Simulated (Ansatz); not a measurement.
# Mg: the change of energy above lowest point and pressure with volume per atom

All results are calculated (Ansatz 0.2.0 development build). Equation of state of a cubic crystal from periodic Kohn-Sham density functional theory without spin; pressure corrected for the finite basis.

Cell of the first row (space group Fm-3m, No. 225):
```
cell vectors (Å)
   0.0000     2.1990     2.1990
   2.1990     0.0000     2.1990
   2.1990     2.1990     0.0000
atoms (fractions of the cell vectors)
Mg  0.00000  0.00000  0.00000
```

Settings of every row: formula Mg; structure type fcc; functional r2SCAN; spin treatment none; k mesh 13x13x13; occupation method fermi-dirac; occupation width 0.1 eV; wave cutoff 620 eV; datasets hand-made PAW; density cutoff ratio 4; xc grid level 2.

Limits: a cubic model structure, not a phase known at ambient conditions; the SCF threshold is loose for a stress in some rows.

| row | volume per atom (Å³) | energy above lowest point (meV/atom) | pressure (GPa) |
| --- | --- | --- | --- |
| 1 | 21.266 | 13.03 | 2.974 |
| 2 | 21.96 | 3.49 | 1.471 |
| 3 | 22.653 | 0 | 0.174 |
| 4 | 23.346 | 1.73 | -0.944 |
| 5 | 24.04 | ? | ? |

Question: what energy above lowest point and pressure should row 5 give?

Worked fit of energy above lowest point. Take u = (V_r/V)^(2/3) − 1 with V_r = 22.306 Å³ an atom, which is twice the finite (Eulerian) strain; such expansions in the strain, on which the Birch-Murnaghan equation of state is built, carry the rest volume and the bulk modulus. The shown rows have u = 0.03234, 0.01048, -0.01024, -0.02992. Least squares give energy above lowest point = 1.047 + 166.28 × u + 6317.7 × u² meV/atom; a straight line predicts inner rows, each left out in turn, worse (root mean square 3.9 against 0.015 meV/atom). The rows lie off it by 0.00, 0.01, -0.01, 0.00. Its lowest point lies at u = -0.0132, or V = 22.75 Å³ an atom, and the curvature there gives the bulk modulus at fixed shape and fractions, B = (4/9)(1 + u)² E″(u)/V = 38.5 GPa. The withheld row has u = -0.04868, so the fit gives 1.047 + 166.28 × (-0.04868) + 6317.7 × (-0.04868)² = 7.92 meV/atom.

The calculation gave 7.95 meV/atom. The fit lies 0.03 meV/atom (0.23 % of the column's range) below it; its largest miss of a shown row is 0.01 meV/atom. This row lies beyond the range of the fit.

Worked fit of pressure. Take u = (V_r/V)^(2/3) − 1 with V_r = 22.306 Å³ an atom, which is twice the finite (Eulerian) strain; such expansions in the strain, on which the Birch-Murnaghan equation of state is built, carry the rest volume and the bulk modulus. The shown rows have u = 0.03234, 0.01048, -0.01024, -0.02992. Least squares give pressure = 0.7995 + 62.579 × u + 144 × u² GPa; a straight line predicts inner rows, each left out in turn, worse (root mean square 0.089 against 0.0004 GPa). All shown rows lie on it to the printed digit. The pressure vanishes at u = -0.0132, or V = 22.75 Å³ an atom, and there the bulk modulus at fixed shape and fractions is B = −V dP/dV = (2/3)(1 + u) dP/du = 38.7 GPa. The withheld row has u = -0.04868, so the fit gives 0.7995 + 62.579 × (-0.04868) + 144 × (-0.04868)² = -1.906 GPa.

The calculation gave -1.908 GPa. The fit lies 0.002 GPa (0.041 % of the column's range) above it; its largest miss of a shown row is 0.000 GPa. This row lies beyond the range of the fit.
